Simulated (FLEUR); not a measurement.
Input of a FLEUR MaX-R8.1 (later development tree) run:

Contents of inp.xml:

```xml
<?xml version="1.0" encoding="UTF-8" standalone="no"?>
<fleurInput fleurInputVersion="0.39">
   <comment>
      Bi                                                                                                  
   </comment>
   <calculationSetup>
      <cutoffs Kmax="4.1" Gmax="12.7" GmaxXC="12.7" numbands="0"/>
      <scfLoop itmax="60" minDistance="0.00001" maxIterBroyd="15" imix="Anderson" alpha="0.05" precondParam="0.0" spinf="2.0" sdNocoIR="T"/>
      <coreElectrons ctail="T" frcor="F" kcrel="0" coretail_lmax="0"/>
      <xcFunctional name="PBEs" relativisticCorrections="F"/>
      <magnetism jspins="1"/>
      <soc l_soc="F" theta="0.0" phi="0.0" spav="F"/>
      <expertModes spex="0" secvar="F"/>
      <geometryOptimization l_f="F" forcealpha="1.0" forcemix="BFGS" epsdisp="0.00001" epsforce="0.00001"/>
      <ldaU l_linMix="F" mixParam="0.05" spinf="1.0"/>
   </calculationSetup>
   <cell>
      <bzIntegration valenceElectrons="42.0" mode="hist" fermiSmearingEnergy="0.00183747">
         <kPointListSelection listName="default-1"/>
         <!-- k-points included here -->
         <xi:include xmlns:xi="http://www.w3.org/2001/XInclude" href="kpts.xml"> </xi:include>
      </bzIntegration>
      <!-- symmetry operations included here -->
      <xi:include xmlns:xi="http://www.w3.org/2001/XInclude" href="sym.xml"> </xi:include>
      <bulkLattice scale="1.0">
         <bravaisMatrix>
            <row-1>    6.0159013687007192     0.0000000000000000     0.0000000000000000</row-1>
            <row-2>    0.0000000000000000     5.9848167681909841     0.0000000000000000</row-2>
            <row-3>   -0.1494602794099141     0.0000000000000000    11.9707521412421087</row-3>
         </bravaisMatrix>
      </bulkLattice>
   </cell>
   <atomSpecies>
      <species name="Bismuth (Bi)" element="Bi" atomicNumber="83">
         <mtSphere radius="2.59" gridPoints="879" logIncrement="0.015"/>
         <atomicCutoffs lmax="10" lnonsphr="10"/>
         <electronConfig flipSpins="F">
            <coreConfig>(1s1/2) (2s1/2) (2p1/2) (2p3/2) (3s1/2) (3p1/2) (3p3/2) (4s1/2) (3d3/2) (3d5/2) (4p1/2) (4p3/2) (5s1/2) (4d3/2) (4d5/2) (4f5/2) (4f7/2)</coreConfig>
            <valenceConfig>(5p1/2) (5p3/2) (6s1/2) (5d3/2) (5d5/2) (6p1/2) (6p3/2)</valenceConfig>
            <stateOccupation state="(6p1/2)" spinUp="0.500000" spinDown="0.500000"/>
            <stateOccupation state="(6p3/2)" spinUp="1.000000" spinDown="1.000000"/>
         </electronConfig>
         <energyParameters s="6" p="6" d="5" f="5"/>
         <lo type="SCLO" l="1" n="5" eDeriv="0"/>
         <lo type="SCLO" l="1" n="5" eDeriv="1"/>
         <lo type="SCLO" l="0" n="6" eDeriv="2"/>
         <lo type="SCLO" l="2" n="5" eDeriv="2"/>
         <lo type="SCLO" l="3" n="5" eDeriv="2"/>
      </species>
   </atomSpecies>
   <atomGroups>
      <atomGroup species="Bismuth (Bi)">
         <relPos label="                   1">-.4557527500 .0000000000 -.2504221100</relPos>
         <relPos label="                   2">.4557527500 .0000000000 .2504221100</relPos>
         <force calculate="T" relaxXYZ="TTT"/>
      </atomGroup>
   </atomGroups>
   <output dos="F" band="F" slice="F">
      <checks vchk="F" cdinf="F"/>
      <bandDOS minEnergy="-.5*Htr" maxEnergy="0.5*Htr" sigma="0.015" storeEVData="T"/>
      <vacuumDOS vacdos="F" integ="F" star="F" nstars="0" locx1="0.0" locy1="0.0" locx2="0.0" locy2="0.0" nstm="0" tworkf="0.0"/>
      <unfoldingBand unfoldBand="F" supercellX="1" supercellY="1" supercellZ="1"/>
      <plotting iplot="0" polar="F">
         <plot TwoD="T" vec1="  1.0  0.0  0.0" vec2="  0.0  1.0  0.0" vec3="  0.0  0.0  1.0" zero="  0.0  0.0  0.0" file="plot"/>
      </plotting>
      <chargeDensitySlicing numkpt="0" minEigenval="0.0" maxEigenval="0.0" nnne="0" pallst="F"/>
      <specialOutput eonly="F"/>
      <moessbauerParams electricFieldGradient="T" isomerShift="T" coreHyperfine="T" valenceHyperfine="T"/>
      <magneticCircularDichroism mcd="F" energyLo="-10.0" energyUp="0.0"/>
   </output>
  <!-- We include the file relax.xml here to enable relaxations (see documentation) -->
  <xi:include xmlns:xi="http://www.w3.org/2001/XInclude" href="relax.xml"> <xi:fallback/> </xi:include>
</fleurInput>
```

The input crystal.txt:

```
Bi
&input cartesian=F /
3.1834779074  0.0000000000  0.0000000000
0.0000000000  3.1670286452  0.0000000000
-0.0790909738  0.0000000000  6.3346492306
1.8897261246
1.0 1.0 1.0

2
83 0.5442472500  0.0000000000  0.7495778900
83 0.4557527500  0.0000000000  0.2504221100

&kpt div1=8 div2=8 div3=4 gamma=T /
```

Potentials or basis: all-electron, FLAPW.

Run with:

```bash
$ inpgen -f crystal.txt -profile fastHighL
$ # inp.xml edited to the form shown
$ fleur_MPI
```

(1) What does it give for the band gap on the k mesh?

Answers

(1) none (metal or under the smearing width).

Caveat: spin-orbit coupling is left out, which moves the levels of the heavy elements.
